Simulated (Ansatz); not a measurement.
A run of Ansatz 0.2.0:

File input.yaml:

```yaml
crystal:
  lattice:
    - [0.0, 1.8075, 1.8075]
    - [1.8075, 0.0, 1.8075]
    - [1.8075, 1.8075, 0.0]
  atoms:
    - { symbol: Cu, position: [0.0, 0.0, 0.0] }
hamiltonian:
  xc: r2scan
  pseudopotentials: { kind: paw }
kpoints:
  mp_grid: { grid: [13, 13, 13] }
scf:
  occupations: { method: fermi_dirac, width: 0.05 }
output:
  forces: true
  stress: true
  eigenvalues: true
  write_density: true
  write_potential: true
  elf: true
  volumetric_format: npy
relax:
  f_tol: 0.01
  max_steps: 40
  cell: { stress_tol: 0.05, p_target: 10.0 }
```

Potentials or basis: Ansatz PAW.

Command:

```sh
$ ansatz run input.yaml --threads 2 --pin off --max-ram 5632MiB --backend cpu --events-out ev --progress --plain --runs-dir out
```

Hardware: 2 threads of Arm Neoverse V2, on a shared host.

Estimate the wall time of this run.

Wall time 8.5 s on 2 threads of Arm Neoverse V2 (shared host), peak memory 0.32 GiB. Counts: scf iterations 47, plane waves 283, k points 84, bands 14, ion steps 8.
